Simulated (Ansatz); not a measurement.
## Symmetry broken, then relaxed in SnO$_{2}$

Level of theory: Ansatz, DFT r2SCAN, scalar-relativistic, plane waves, PAW. The runs took a 500 eV cutoff, a Γ-centred 12×12×8 mesh and Gaussian smearing (0.05 eV). No spin polarisation. Energies are free energies at this smearing, counted from the undisturbed cell; pressure is positive in compression.

Reference structure (relaxed at this level; this form isn't the usual structure):

```yaml
crystal:
  lattice:
    - [1.60482, -2.77963, 0.00000]
    - [3.20964, 0.00000, 0.00000]
    - [1.60482, -0.92654, 8.70991]
  atoms:
    - { symbol: Sn, position: [0.75000, 0.75000, 0.75000] }
    - { symbol: Sn, position: [0.25000, 0.25000, 0.25000] }
    - { symbol: O, position: [0.87938, 0.87938, 0.36187] }
    - { symbol: O, position: [0.37938, 0.37938, 0.86187] }
    - { symbol: O, position: [0.62062, 0.62062, 0.13813] }
    - { symbol: O, position: [0.12062, 0.12062, 0.63813] }
```

The cell holds layers and no dispersion correction was added, so their binding is poorly described.

The atoms are displaced (Å, in the unstrained cell):

```tsv
atom	ux	uy	uz
Sn1	0.118	-0.491	-0.173
Sn2	0.118	-0.491	-0.173
O3	-0.059	0.245	0.086
O4	-0.059	0.245	0.086
O5	-0.059	0.245	0.086
O6	-0.059	0.245	0.086
```

Cell and atoms are then relaxed.

Problem. Does the relaxation return to the undisturbed structure?

Solution. Yes (up to a choice of domain or origin): same space group and volume, and an energy 0.0 meV/atom from it. The disturbance itself cost 1919.1 meV/atom. The final space group reads R-3m (tolerance 0.05 Å) and the volume changes by 0.18 %.

Final structure:

```
Sn O
1.0
     1.60480   -2.77970   -0.00023
     3.20960    0.00000    0.00025
     1.60547   -0.92545    8.72510
Sn O
2 4
Direct
  0.75000 0.75000 0.75000
  0.25000 0.25000 0.25000
  0.87948 0.87937 0.36171
  0.37948 0.37937 0.86171
  0.62053 0.62062 0.13830
  0.12053 0.12062 0.63830
```

The relaxation, step by step (energy from the first step; small jumps at an unchanged geometry come where the plane waves are selected anew for the new cell):

```tsv
step	ΔE (meV/atom)	largest force component (eV/Å)	pressure (GPa)
1	0.0	14.451	72.61
2	-1271.8	4.502	11.81
3	-1693.5	3.055	1.40
4	-1910.3	0.380	2.12
5	-1918.7	0.028	-0.25
6	-1919.1	0.005	0.16
7	-1919.1	0.011	-0.03
8	-1919.1	0.002	0.01
9	-1919.1	0.002	-0.04
```